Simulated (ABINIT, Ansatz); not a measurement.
# BP (F-43m): a worked LO-TO splitting

Wanted: the LO mode of BP (F-43m) from the TO mode and the field response.

Calculated with ABINIT 10.8.3; DFT LDA, scalar-relativistic, plane waves, PseudoDojo norm-conserving pseudopotentials.

**1. The relaxed structure**

It takes space group F-43m (No. 216, cubic). Conventional cell: a = 4.487 Å, b = 4.487 Å, c = 4.487 Å, α = 90.00°, β = 90.00°, γ = 90.00°. Nearest to B lie 4 P at 1.94 Å. Nearest to P lie 4 B at 1.94 Å. Farther neighbours are not listed.

As a file:

```cif
data_structure
_symmetry_space_group_name_H-M 'P 1'
_symmetry_Int_Tables_number 1
_cell_length_a 3.1730
_cell_length_b 3.1730
_cell_length_c 3.1730
_cell_angle_alpha 60.000
_cell_angle_beta 60.000
_cell_angle_gamma 60.000
_cell_volume 22.59
loop_
_atom_site_label
_atom_site_type_symbol
_atom_site_fract_x
_atom_site_fract_y
_atom_site_fract_z
_atom_site_occupancy
B1 B 0.00000 0.00000 0.00000 1
P2 P 0.25000 0.25000 0.25000 1
```

This is the cell after its relaxation at this level of theory, not the database cell from which that began.

**2. What the response run gave**

A linear-response run on the relaxed cell, with the response to an electric field; only its zone-centre results are used. Cutoff 34 Ha, k mesh 8×8×8 with shifts.

Numbers of over 12 decimals in the logs are rounded to 6 here.

Output:

```text
[banners, grids, parts of the stress and lines that vanish by symmetry left out]
- input  file    -> dfpt_gamma.abi
- output file    -> dfpt_gamma.abo
- root for input  files -> dfpt_gammai
[...]
DATASET    1 : space group F-4 3 m (#216); Bravais cF (face-center cubic)
[...]
nfft =       32768          nkpt =        1024
[...]
DATASET    2 : space group F-4 3 m (#216); Bravais cF (face-center cubic)
[...]
nfft =       32768          nkpt =        1024
[...]
DATASET    3 : space group F-4 3 m (#216); Bravais cF (face-center cubic)
[...]
mpw =        1458          nfft =       32768          nkpt =        1024
[...]
== DATASET  1 ==================================================================
[...]
cutoff_energies: {ecut:  34.0, pawecutdg:  -1.0, }
[...]
- 15.00000   5.00000  180309                  znucl, zion, pspdat
[...]
Perturbation : derivative vs k along direction   1
[...]
-ETOT  1  -12.674315075187     -1.267E+01 5.241E-01 0.000E+00
 ETOT  2  -12.710717108743     -3.640E-02 3.955E-03 0.000E+00
 ETOT  3  -12.710949784338     -2.327E-04 8.498E-05 0.000E+00
 ETOT  4  -12.710952190370     -2.406E-06 1.336E-06 0.000E+00
 ETOT  5  -12.710952222506     -3.214E-08 3.081E-08 0.000E+00
[...]
At SCF step   13   max residual=  9.98E-21 < tolwfr=  1.00E-20 =>converged.
[...]
Perturbation : derivative vs k along direction   2
[...]
-ETOT  1  -12.674315075023     -1.267E+01 5.241E-01 0.000E+00
[...]
At SCF step   13   max residual=  9.98E-21 < tolwfr=  1.00E-20 =>converged.
[...]
Perturbation : derivative vs k along direction   3
[...]
-ETOT  1  -12.674315074859     -1.267E+01 5.241E-01 0.000E+00
[...]
At SCF step   13   max residual=  9.98E-21 < tolwfr=  1.00E-20 =>converged.
[...]
1        1       2.3913765863    0.0000000000
     1        2      -1.1956882932   -0.0000000000
     1        3      -1.1956882932   -0.0000000000
     2        1      -1.1956882932   -0.0000000000
     2        2       2.3913765863   -0.0000000000
     2        3       1.1956882932   -0.0000000000
     3        1      -1.1956882932   -0.0000000000
     3        2       1.1956882932   -0.0000000000
     3        3       2.3913765863   -0.0000000000
[...]
== DATASET  2 ==================================================================
[...]
cutoff_energies: {ecut:  34.0, pawecutdg:  -1.0, }
[...]
Perturbation : displacement of atom   1   along direction   1
[...]
3    4   3    4         9.1358916293        -0.0000000000
  Effective charges, in cartesian coordinates,
[...]
1    1   1    4        -0.6425790805         0.0000000000
   2    1   1    4        -0.0000000000         0.0000000000
   3    1   1    4         0.0000000000         0.0000000000
   1    2   1    4         0.6427311152         0.0000000000
   2    2   1    4         0.0000000000         0.0000000000
[...]
Effective charges, in cartesian coordinates,
[...]
2    4   1    2         0.0000000000         0.0000000000
   3    4   1    2         0.0000000000         0.0000000000
   1    4   2    2        -0.0000000000         0.0000000000
   2    4   2    2         0.6427311252         0.0000000000
   3    4   2    2         0.0000000000         0.0000000000
   1    4   3    2         0.0000000000         0.0000000000
   2    4   3    2         0.0000000000         0.0000000000
   3    4   3    2         0.6427311252         0.0000000000
  Phonon wavevector (reduced coordinates) :  0.00000  0.00000  0.00000
 Phonon energies in Hartree :
[...]
Phonon frequencies in cm-1    :
-  2.589686E-01  2.589688E-01  2.589693E-01  8.211000E+02  8.211000E+02
-  8.211000E+02
  Phonon at Gamma, with non-analyticity in the
[...]
Phonon energies in Hartree :
[...]
Phonon frequencies in cm-1    :
-  2.589686E-01  2.589688E-01  2.592195E-01  8.211000E+02  8.211000E+02
-  8.285484E+02
  Phonon at Gamma, with non-analyticity in the
[...]
Phonon energies in Hartree :
[...]
Phonon frequencies in cm-1    :
-  2.589686E-01  2.589693E-01  2.592190E-01  8.211000E+02  8.211000E+02
-  8.285484E+02
  Phonon at Gamma, with non-analyticity in the
[...]
Phonon energies in Hartree :
[...]
Phonon frequencies in cm-1    :
-  2.589688E-01  2.589693E-01  2.592189E-01  8.211000E+02  8.211000E+02
-  8.285484E+02
[...]
== DATASET  3 ==================================================================
[...]
cutoff_energies: {ecut:  34.0, pawecutdg:  -1.0, }
[...]
j1 : displacement of atom   1 along direction   1
[...]
j1 : displacement of atom   2 along direction   1
[...]
j2 : displacement of atom   1 along direction   1
[...]
j2 : displacement of atom   2 along direction   1
[...]
j2 : displacement of atom   1 along direction   1
[...]
j2 : displacement of atom   2 along direction   1
[...]
1          1       -0.000000004        0.000000002        0.000000002
[...]
1          2       -0.000000000        0.000000000        0.231417300
[...]
1          3       -0.000000000        0.231417297       -0.000000002
[...]
2          1        0.000000003       -0.000000002       -0.000000002
[...]
2          2       -0.000000000       -0.000000000       -0.231373705
[...]
2          3       -0.000000000       -0.231373703        0.000000002
[...]
strten2     0.0000000000E+00  0.0000000000E+00  0.0000000000E+00
           strten3     0.0000000000E+00  0.0000000000E+00  0.0000000000E+00
================================================================================
```

```
                       quantity   value
             cell volume Ω (Å³)  22.588
                  mass of B (u)  10.810
                  mass of P (u)  30.974
      Born charge of B, raw (e)  -0.643
      Born charge of P, raw (e)   0.643
                             ε∞   9.136
ω(TO) after the sum rule (cm⁻¹)   821.1
```

**3. The calculation**

The charges must sum to zero over the cell; taking off their mean, 0.000 e, leaves Z* = -0.643 e on B. In the polar mode B moves against P, so the reduced mass is μ = 10.81 × 30.97 / 41.78 = 8.013 u.

A longitudinal wave builds up a field that adds to the restoring force: ω(LO)² = ω(TO)² + 4π Z*² / (μ Ω ε∞), in Hartree atomic units. With μ = 14607 electron masses and Ω = 152.43 bohr³ the second term is 2.5513e-07 Ha², or 12289 cm⁻² (1 Ha = 219474.6 cm⁻¹).

So ω(LO) = √(674205 + 12289) = 828.5 cm⁻¹, and by the Lyddane-Sachs-Teller relation ε₀ = ε∞ (ω(LO)/ω(TO))² = 9.30.

**4. Check against the program**

The analysis program adds the same non-analytic term to the full matrix.

Output:

```text
[banners, grids, parts of the stress and lines that vanish by symmetry left out]
-outvars_anaddb: echo values of input variables ----------------------

 Flags :
[...]
Dielectric Tensor and Effective Charges
[...]
Effective charge tensors after
[...]
1          1       -0.000000004        0.000000002        0.000000002
[...]
1          2       -0.000000000        0.000000000        0.231395502
[...]
1          3       -0.000000000        0.231395500       -0.000000002
[...]
2          1        0.000000004       -0.000000002       -0.000000002
[...]
2          2       -0.000000000       -0.000000000       -0.231395502
[...]
2          3       -0.000000000       -0.231395500        0.000000002
[...]
Phonon wavevector (reduced coordinates) :  0.00000  0.00000  0.00000
 Phonon energies in Hartree :
[...]
Phonon energies in meV     :
-  0.000000E+00  0.000000E+00  0.000000E+00  1.018034E+02  1.018034E+02
-  1.018034E+02
 Phonon frequencies in cm-1    :
-  0.000000E+00  0.000000E+00  0.000000E+00  8.210999E+02  8.210999E+02
-  8.210999E+02
 Phonon frequencies in Thz     :
-  0.000000E+00  0.000000E+00  0.000000E+00  2.461596E+01  2.461596E+01
-  2.461596E+01
 Phonon energies in Kelvin  :
-  0.000000E+00  0.000000E+00  0.000000E+00  1.181380E+03  1.181380E+03
-  1.181380E+03
[...]
-  1  0.00000000E+00  1.14876558E-06  3.62335570E-03
-     0.00000000E+00  0.00000000E+00  0.00000000E+00
-  2  0.00000000E+00  1.14876555E-06  3.62335560E-03
-     0.00000000E+00  0.00000000E+00  0.00000000E+00
[...]
-  1  5.66097204E-07  3.62335565E-03 -1.14876559E-06
-     0.00000000E+00  0.00000000E+00  0.00000000E+00
-  2  5.66097188E-07  3.62335555E-03 -1.14876556E-06
-     0.00000000E+00  0.00000000E+00  0.00000000E+00
[...]
-  1  3.62335584E-03 -5.66097218E-07  0.00000000E+00
-     0.00000000E+00  0.00000000E+00  0.00000000E+00
-  2  3.62335573E-03 -5.66097202E-07  0.00000000E+00
-     0.00000000E+00  0.00000000E+00  0.00000000E+00
[...]
-  1  5.84101092E-07 -1.33448125E-06  6.13302891E-03
-     0.00000000E+00  0.00000000E+00  0.00000000E+00
-  2 -2.03873107E-07  4.65783819E-07 -2.14065626E-03
-     0.00000000E+00  0.00000000E+00  0.00000000E+00
[...]
-  1  1.18583791E-06  6.13302883E-03  1.33436829E-06
-     0.00000000E+00  0.00000000E+00  0.00000000E+00
-  2 -4.13901740E-07 -2.14065623E-03 -4.65744393E-07
-     0.00000000E+00  0.00000000E+00  0.00000000E+00
[...]
-  1  6.13302894E-03 -1.18571079E-06 -5.84359093E-07
-     0.00000000E+00  0.00000000E+00  0.00000000E+00
-  2 -2.14065627E-03  4.13857371E-07  2.03963159E-07
[...]
-  1.027270E+02
 Phonon frequencies in cm-1    :
-  0.000000E+00  0.000000E+00  0.000000E+00  8.210999E+02  8.210999E+02
-  8.285492E+02
 Phonon frequencies in Thz     :
-  0.000000E+00  0.000000E+00  0.000000E+00  2.461596E+01  2.461596E+01
-  2.483928E+01
 Phonon energies in Kelvin  :
-  0.000000E+00  0.000000E+00  0.000000E+00  1.181380E+03  1.181380E+03
-  1.192097E+03
[...]
-  1  0.00000000E+00  1.15153627E-06  3.62335570E-03
[...]
-  2  0.00000000E+00  1.15153624E-06  3.62335559E-03
[...]
Phonon at Gamma, with non-analyticity in the
[...]
Phonon energies in Hartree :
[...]
Phonon energies in meV     :
-  0.000000E+00  0.000000E+00  0.000000E+00  1.018034E+02  1.018034E+02
-  1.027270E+02
 Phonon frequencies in cm-1    :
-  0.000000E+00  0.000000E+00  0.000000E+00  8.210999E+02  8.210999E+02
-  8.285492E+02
 Phonon frequencies in Thz     :
-  0.000000E+00  0.000000E+00  0.000000E+00  2.461596E+01  2.461596E+01
-  2.483928E+01
 Phonon energies in Kelvin  :
-  0.000000E+00  0.000000E+00  0.000000E+00  1.181380E+03  1.181380E+03
-  1.192097E+03
[...]
Phonon at Gamma, with non-analyticity in the
[...]
Phonon energies in Hartree :
[...]
Phonon energies in meV     :
-  0.000000E+00  0.000000E+00  0.000000E+00  1.018034E+02  1.018034E+02
-  1.027270E+02
 Phonon frequencies in cm-1    :
-  0.000000E+00  0.000000E+00  0.000000E+00  8.210999E+02  8.210999E+02
-  8.285492E+02
 Phonon frequencies in Thz     :
-  0.000000E+00  0.000000E+00  0.000000E+00  2.461596E+01  2.461596E+01
-  2.483928E+01
 Phonon energies in Kelvin  :
-  0.000000E+00  0.000000E+00  0.000000E+00  1.181380E+03  1.181380E+03
-  1.192097E+03
[...]
-  1  4.80303880E-07 -3.62335585E-03  0.00000000E+00
[...]
-  2  4.80303257E-07 -3.62335575E-03  0.00000000E+00
[...]
-  1  3.62335585E-03  4.80302938E-07  0.00000000E+00
[...]
-  2  3.62335575E-03  4.80303534E-07  0.00000000E+00
[...]
-  1  1.15113738E-03  3.64499821E-03 -4.79613559E-03
[...]
-  2 -4.01789960E-04 -1.27224057E-03  1.67403053E-03
[...]
-  1  4.87349087E-03 -3.43365965E-03 -1.43983122E-03
[...]
-  2 -1.70103042E-03  1.19847552E-03  5.02554896E-04
[...]
-         0.000000000       0.000000000       0.000000000
-         0.000000000       0.000000000      -0.000000000
[...]
-        -0.000000000      -0.018484568       0.014048022
-        -0.018484568      -0.000000000       0.004436546
-         0.014048022       0.004436546      -0.000000000
[...]
-        -0.000000000      -0.005549188      -0.013233512
-        -0.005549188       0.000000000       0.018782700
-        -0.013233512       0.018782700      -0.000000000
[...]
Direction                     Dielectric constant
[...]
0.00000   0.00000   1.00000      9.30241012
   1.00000   1.00000   1.00000      9.30241012
-
```

```
    quantity  by hand  program
ω(LO) (cm⁻¹)    828.5    828.5
          ε₀     9.30     9.30
```

**5. Results**

* TO mode: 821.1 cm⁻¹
* LO mode: 828.5 cm⁻¹
* static dielectric constant: 9.302

**Reading.** The LO mode of BP (F-43m) lies at 829 cm⁻¹, 7 cm⁻¹ above the TO mode; the formula meets the program within 0.1 cm⁻¹, as it must for a cubic crystal with one polar mode. ω(LO)² − ω(TO)² goes with Z*²/ε∞: an error of 5 % in ε∞ would move the LO mode by 0.4 cm⁻¹, and semilocal functionals tend to overestimate ε∞. These are harmonic values at zero temperature, at the volume of this functional, for the structure held cubic; stability elsewhere in the zone is no part of this calculation.

[Host names and launcher messages were left out of these logs when they were recorded.]

[Logs are printed without paths, hosts, clocks, repeated set-up lines and the standing remarks that a program may print on its own settings, such as how far it seeks lower states.]

[Hosts, paths, dates, database ids (printed as entryN), source tags and the programs' standing remarks are cut or masked in the printed files.]
